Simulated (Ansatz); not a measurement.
# Cl: band gap under strain

How does strain move the band edges of Cl in the database structure, and do the functionals agree on it? States: -3.3 % strain along z alone; +2.3 % shear in the xy plane.

Code: Ansatz 0.2.0. PAW datasets, plane waves. No spin polarisation and no zero-point or thermal motion.

## (1) The cell

The unstrained cell was relaxed with r2SCAN+rVV10; in each strained cell the atoms were relaxed again with r2SCAN+rVV10. Names of k-points are those of the unstrained zone, where strain can split equivalent points. First state: -3.3 % strain along z alone.

Space group Cmce (No. 64), orthorhombic; a = 6.250 Å, b = 4.014 Å, c = 7.879 Å in the conventional setting, 24.71 Å³ an atom. Cl has 1 Cl at 2.02 Å.

As a file:

```
Cl
1.0
     3.12524   -2.00725    0.00000
     3.12524    2.00725    0.00000
     0.00000    0.00000    7.87854
Cl
4
Cartesian
  3.1252 -1.4736 4.7961
  3.1252 1.4736 3.0825
  3.1252 -0.5337 0.8568
  3.1252 0.5337 7.0217
```

## (2) -3.3 % strain along z alone: PBE

input.yaml

```yaml
crystal:
  lattice:
    - [3.1252367059, -2.007245097, 0.0]
    - [3.1252367059, 2.007245097, 0.0]
    - [0.0, 0.0, 7.8785382953]
  atoms:
    - { symbol: Cl, position: [0.8670600257, 0.1329399743, 0.6087531761] }
    - { symbol: Cl, position: [0.1329399743, 0.8670600257, 0.3912468239] }
    - { symbol: Cl, position: [0.6329399743, 0.3670600257, 0.1087531761] }
    - { symbol: Cl, position: [0.3670600257, 0.6329399743, 0.8912468239] }
kpoints:
  mp_grid: { grid: [8, 8, 4] }
  band_path:
    path:
      - [0.0, 0.0, 0.0]
      - [0.5, 0.5, 0.0]
      - [0.3531276181, 0.6468723819, 0.0]
      - [-0.3531276181, 0.3531276181, 0.0]
      - [0.0, 0.0, 0.5]
      - [-0.3531276181, 0.3531276181, 0.5]
      - [0.3531276181, 0.6468723819, 0.5]
      - [0.5, 0.5, 0.5]
      - [0.0, 0.5, 0.0]
      - [0.0, 0.5, 0.5]
      - [-0.052083, 0.041667, 0.0]
    npoints: 1
hamiltonian:
  xc: pbe
scf:
  occupations: { method: fermi_dirac, width: 0.02 }
  n_extra_bands: 5
output:
  forces: true
  stress: true
  eigenvalues: true
```

Run with:

```bash
$ ansatz run input.yaml --threads 4 --pin off --max-ram 5529MiB --backend cpu --events-out ev --progress --plain --runs-dir out
```

Further steps of the session: -3.3 % strain along z alone: r2SCAN; -3.3 % strain along z alone: HSE06; +2.3 % shear in the xy plane: PBE; +2.3 % shear in the xy plane: r2SCAN; +2.3 % shear in the xy plane: HSE06.

Q: Predict the outcome of this session.

As calculated:

Least gap in eV (negative: overlap):

| state | PBE | r2SCAN | HSE06 |
| --- | --- | --- | --- |
| -3.3 % strain along z alone | 2.36 | 2.71 | 3.88 |
| +2.3 % shear in the xy plane | 2.20 | 2.56 | 3.79 |

What this shows: Where both were run, the HSE06 gap lies +1.52 to +1.59 eV from PBE's, each on its own k points. In PBE the gap is least under +2.3 % shear in the xy plane (2.20 eV) and largest under -3.3 % strain along z alone (2.36 eV).
